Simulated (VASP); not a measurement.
A VASP 6.6.1 single-point calculation on SnO

INCAR

```
LCHARG = .FALSE.
NBANDS = 17
NSW = 0
NELM = 120
ISMEAR = -1
LASPH = .TRUE.
GGA = PE
ENCUT = 520
LREAL = .FALSE.
EDIFF = 1E-7
SIGMA = 0.5
LWAVE = .FALSE.
IBRION = -1
PREC = Accurate
ISIF = 2
```

KPOINTS

```
KPOINTS created by Atomic Simulation Environment
0
Gamma
8 8 8
0 0 0
```

POSCAR

```
Sn O
 1.0000000000000000
     0.0000000000000000    2.5369732561000000    2.6869083754999998
     2.5369732561000000    0.0000000000000000    2.6869083754999998
     2.5369732561000000    2.5369732561000000    0.0000000000000000
 Sn  O
   1   1
Cartesian
  0.0000000000000000  0.0000000000000000  0.0000000000000000
  2.5369732561000000  2.5369732561000000  2.6869083754999998
```

The recommended PBE PAW datasets give the neutral cell 20 valence electrons.

Command

```
mpirun -np 1 vasp_std
```

OSZICAR

```
N       E                     dE             d eps       ncg     rms          rms(c)
DAV:   1     0.146188719646E+03    0.14619E+03   -0.10266E+04  2067   0.175E+03
DAV:   2     0.143460039071E+01   -0.14475E+03   -0.13780E+03  2208   0.387E+02
DAV:   3    -0.121918030842E+02   -0.13626E+02   -0.13503E+02  2373   0.105E+02
DAV:   4    -0.124723311625E+02   -0.28053E+00   -0.28036E+00  2490   0.158E+01
DAV:   5    -0.124792529361E+02   -0.69218E-02   -0.69214E-02  2717   0.242E+00    0.813E+00
DAV:   6    -0.109613831102E+02    0.15179E+01   -0.12531E+01  2429   0.422E+01    0.531E+00
DAV:   7    -0.106414505362E+02    0.31993E+00   -0.21472E+00  2459   0.808E+00    0.134E+00
DAV:   8    -0.106221135074E+02    0.19337E-01   -0.16685E-01  2154   0.320E+00    0.274E-01
DAV:   9    -0.106217441200E+02    0.36939E-03   -0.39764E-03  2583   0.521E-01    0.107E-01
DAV:  10    -0.106219921502E+02   -0.24803E-03   -0.76447E-04  2619   0.367E-01    0.558E-02
DAV:  11    -0.106219162901E+02    0.75860E-04   -0.16201E-04  2692   0.175E-01    0.851E-03
DAV:  12    -0.106219158612E+02    0.42887E-06   -0.12639E-05  2636   0.315E-02    0.397E-03
DAV:  13    -0.106219156537E+02    0.20748E-06   -0.33174E-06  2700   0.112E-02    0.372E-03
DAV:  14    -0.106219152090E+02    0.44478E-06   -0.83244E-07  2233   0.622E-03    0.285E-04
DAV:  15    -0.106219151943E+02    0.14705E-07   -0.36855E-08  1136   0.137E-03
   1 F= -.10621915E+02 E0= -.10404539E+02  d E =-.434752E+00
```

From OUTCAR

```
k-points           NKPTS =     59   k-points in BZ     NKDIM =     59   number of bands    NBANDS=     17

   NELECT =      20.0000    total number of electrons

   dimension x,y,z NGX =    28 NGY =   28 NGZ =   28
   dimension x,y,z NGXF=    56 NGYF=   56 NGZF=   56

  energy-cutoff  :      520.00
  volume of cell :       34.59
      direct lattice vectors                 reciprocal lattice vectors
     0.000000000  2.536973256  2.686908375    -0.197085247  0.197085247  0.186087477
     2.536973256  0.000000000  2.686908375     0.197085247 -0.197085247  0.186087477
     2.536973256  2.536973256  0.000000000     0.197085247  0.197085247 -0.186087477

 k-points in reciprocal lattice and weights: KPOINTS created by Atomic Simulation Env
   0.00000000  0.00000000  0.00000000       0.002
   0.12500000 -0.00000000  0.00000000       0.016
   0.25000000 -0.00000000  0.00000000       0.016
   0.37500000 -0.00000000  0.00000000       0.016
   0.50000000 -0.00000000  0.00000000       0.008
   0.12500000  0.12500000  0.00000000       0.004
   0.25000000  0.12500000  0.00000000       0.016
   0.37500000  0.12500000  0.00000000       0.016
   ...

 E-fermi :   7.3229

 k-point     1 :       0.0000    0.0000    0.0000
  band No.  band energies     occupation
      1     -14.4186      2.00000
      2     -14.4182      2.00000
      3     -14.4182      2.00000
      4     -14.3897      2.00000
      5     -14.3364      2.00000
      6     -11.2419      2.00000
      7       0.3981      2.00000
      8       3.8745      1.99798
      9       3.8745      1.99798
     10       4.2180      1.99599
     11      13.6399      0.00001
     12      14.7910      0.00000
     13      14.7910      0.00000
     14      16.8428      0.00000
     15      17.1782      0.00000
     16      17.1782      0.00000
     17      17.4833      0.00000

 k-point     2 :       0.1250   -0.0000    0.0000
  band No.  band energies     occupation
      1     -14.4179      2.00000
      2     -14.4131      2.00000
      3     -14.4130      2.00000
      4     -14.3876      2.00000
      5     -14.3398      2.00000
      6     -11.1698      2.00000
      7       0.1250      2.00000
      8       3.9137      1.99782
      9       4.0562      1.99710
     10       4.3871      1.99438
     11      12.4542      0.00007
     12      13.5311      0.00001
     13      14.0912      0.00000
     14      16.2350      0.00000
     15      17.5443      0.00000
     16      17.7158      0.00000
     17      19.9815      0.00000

 k-point     3 :       0.2500   -0.0000    0.0000
  band No.  band energies     occupation
      1     -14.4184      2.00000
      2     -14.4116      2.00000
      3     -14.4037      2.00000
      4     -14.3701      2.00000
      5     -14.3448      2.00000
      6     -10.9880      2.00000
      7      -0.4138      2.00000
      8       4.0165      1.99732
      9       4.1242      1.99667
     10       5.0843      1.97753
     11      10.2205      0.00607
     12      12.2081      0.00011
     13      12.9025      0.00003
     14      16.0269      0.00000
     15      18.6745      0.00000
     16      18.8006      0.00000
     17      21.7500      0.00000

 ...

  Total       -0.2813496     -0.2813496     -0.7764881      0.0000000      0.0000000      0.0000000
  in kB      -13.0329340    -13.0329340    -35.9692003      0.0000000      0.0000000      0.0000000
  external PRESSURE =     -20.6783561 kB  Pullay stress =       0.0000000 kB

 POSITION                                       TOTAL-FORCE (eV/Angst)
 -----------------------------------------------------------------------------------
      0.00000      0.00000      0.00000        -0.000000      0.000000      0.000000
      2.53697      2.53697      2.68691         0.000000     -0.000000      0.000000
 -----------------------------------------------------------------------------------
    total drift:                                0.000000      0.000000      0.000000

  FREE ENERGIE OF THE ION-ELECTRON SYSTEM (eV)
  ---------------------------------------------------
  free  energy   TOTEN  =       -10.6219151943 eV

  energy  without entropy=      -10.1871630450  energy(sigma->0) =      -10.40453912
```

It converged. Results: gap between bands v and c on the k mesh 0.73 eV; least direct gap on the k mesh 0.85 eV; pressure -2.1 GPa. Band v is the last that the valence electrons fill when counted band by band, and c is the next.

These settings aren't sound, so the numbers aren't properties of the crystal.

On sound settings PBE gives a gap of 0.70 eV on its mesh and a pressure of -2.4 GPa for the intended cell.

The run took about 34 s on one core of a shared host (Intel Xeon Platinum 8488C) and held 0.18 GiB at most.
